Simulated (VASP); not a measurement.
## PbS (Galena): relaxation of cell and atoms with vdW-DF-cx

Crystal: PbS (Galena).

```xyz
2
Lattice="0.0000 2.9657 2.9657 2.9657 0.0000 2.9657 2.9657 2.9657 0.0000" Properties=species:S:1:pos:R:3 pbc="T T T"
Pb    0.0000    0.0000    0.0000
S     2.9657    2.9657    2.9657
```

* Program: VASP 6.6.1
* Task: relaxation of cell and atoms
* Functional: vdW-DF-cx
* Potentials or basis: VASP PAW PBE potentials, release 64 (Pb_d, S)
* Cutoff: 600 eV
* k mesh: 8 × 8 × 8
* Occupations: fermi-dirac, width 0.05 eV
* Spin: no spin polarisation
* Further INCAR settings: ALGO = Fast; EDIFF = 1e-06; IBRION = 2; EDIFFG = -0.02; NSW = 40; ISIF = 3

```
Relaxed volume                         : 25.90 Å³/atom
Relaxed cell                           : a = 4.184 Å, b = 4.184 Å, c = 4.184 Å, α = 60.00°, β = 60.00°, γ = 60.00°
Space group after relaxing (to 0.05 Å) : Fm-3m (No. 225)
Energy gained by relaxing              : 0.1 meV/atom
Ionic steps                            : 2
Pressure after relaxing                : 0.1 GPa
Band gap on the k mesh                 : 0.30 eV, direct
```

Step by step:
```csv
step,energy change (eV),largest force (eV/Å),pressure (GPa),volume (Å³)
1,0.0000,0.0000,-0.30,52.17
2,-0.0002,0.0000,0.12,51.81
```

Final structure:
```xyz
2
Lattice="0.0000 2.9588 2.9588 2.9588 0.0000 2.9588 2.9588 2.9588 0.0000" Properties=species:S:1:pos:R:3 pbc="T T T"
Pb    2.9588    2.9588    5.9176
S     2.9588    2.9588    2.9588
```

Levels at points of the mesh, in eV from the valence-band top:
```csv
k point,band 8,band 9,band 10,band 11,band 12,band 13
"(0.00, 0.00, 0.00)",-2.19,-2.19,-2.19,5.17,5.17,5.17
"(0.50, 0.00, 0.00)",-1.79,-1.79,0.00,0.30,1.90,1.90
"(0.50, 0.50, 0.00)",-5.27,-3.48,-3.48,3.80,5.57,5.66
```

Run time: 2.3 min on 1 thread of Intel(R) Xeon(R) Platinum 8559C (Emerald Rapids), on a shared host, peak memory 0.46 GiB.

Caveat: the PAW data sets were made with another functional, which shifts forces and pressure a little; spin-orbit coupling is left out, which as a rule narrows the gap of such compounds by several tenths of an eV. A k mesh can miss the band edges.
